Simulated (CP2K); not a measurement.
Crystal: KI.

```
CELL_PARAMETERS angstrom
4.99610 0.00000 0.00000
2.49805 4.32675 0.00000
2.49805 1.44225 4.07930
ATOMIC_POSITIONS crystal
I 0.50000 0.50000 0.50000
K 0.00000 0.00000 0.00000
```

Program: CP2K 2026.2. Alike in all runs: task band structure; potentials or basis POTENTIAL_UZH I GTH-PBE-q7, K GTH-PBE-q9; TZVP-MOLOPT-PBE-GTH basis; no spin polarisation; cell as given; k mesh 7 × 7 × 7.

Problem. Order these runs on this cell by their band gap on the k mesh, lowest first.
A. level PBE; smearing fermi-dirac 0.0259 eV; EPS_DEFAULT 1.0E-9; NGRIDS 4; points a segment of the path (NPOINTS) 10; bands added on the path 6; CUTOFF of the grids 450 Ry
B. level TB-mBJ; smearing fermi-dirac 0.1 eV; EPS_DEFAULT 1.0E-10; NGRIDS 5; points a segment of the path (NPOINTS) 8; bands added on the path 4; CUTOFF of the grids 675 Ry
C. level PBEsol; smearing fermi-dirac 0.1 eV; EPS_DEFAULT 1.0E-10; NGRIDS 4; points a segment of the path (NPOINTS) 10; bands added on the path 6; CUTOFF of the grids 450 Ry

Solution. C (3.75 eV), A (3.96 eV), B (4.45 eV).

Caveats: spin-orbit coupling is left out, which moves the levels of the heavy elements; the basis of atomic orbitals isn't converged, which shifts pressures, moduli and gaps; this is a model potential without an energy functional, so only levels have meaning (some runs).

